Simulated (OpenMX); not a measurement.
Runs of OpenMX 3.8.5 on Bi. It takes space group Im-3m (No. 229, cubic). The conventional cell has a = 3.963 Å, b = 3.963 Å, c = 3.963 Å, α = 90.00°, β = 90.00°, γ = 90.00°. Bi (site symmetry m-3m) is surrounded by 8 Bi at 3.43 Å. This isn't the form of Bi at room conditions, which is rhombohedral.

```tsv
task	level	potentials or basis	spin	cell	k mesh for the DOS	gap on the mesh (eV)	pressure (GPa)	moment (μB)
density of states	LDA	OpenMX 2013 LDA set, Bi8.0-s3p2d2f2, grid cutoff 500 Ry	collinear, random start	volume scaled by 0.88	12 × 12 × 12	none	5.7	0.00
band structure	LDA-PW92	OpenMX 2013 LDA set, Bi8.0-s3p2d2f2, grid cutoff 500 Ry	collinear, ferromagnetic start	as given	-	-	(a)	0.00
density of states	PBE+D3	OpenMX 2013 PBE set, Bi8.0-s3p2d2f1, grid cutoff 500 Ry	off	volume scaled by 1.15	12 × 12 × 12	none	-	-
electrostatic potential	LDA	OpenMX 2013 LDA set, Bi8.0-s3p2d2f1, grid cutoff 500 Ry	off	as given	-	none	-2.6	-
```

Alike in all rows: k mesh 9 × 9 × 9; smearing fermi-dirac 0.05 eV.

Problem. Estimate the missing entries.

Solution. (a) -2.8.

Caveats: spin-orbit coupling is left out, which moves the levels of the heavy elements; the basis of atomic orbitals isn't converged, which shifts pressures, moduli and gaps; pairwise dispersion overbinds metals, which lowers pressure and volume (some runs).

A k mesh can miss the band edges, and the runs leave out spin-orbit coupling on Bi.

A gap of «none» marks a metal or a gap under the smearing width.
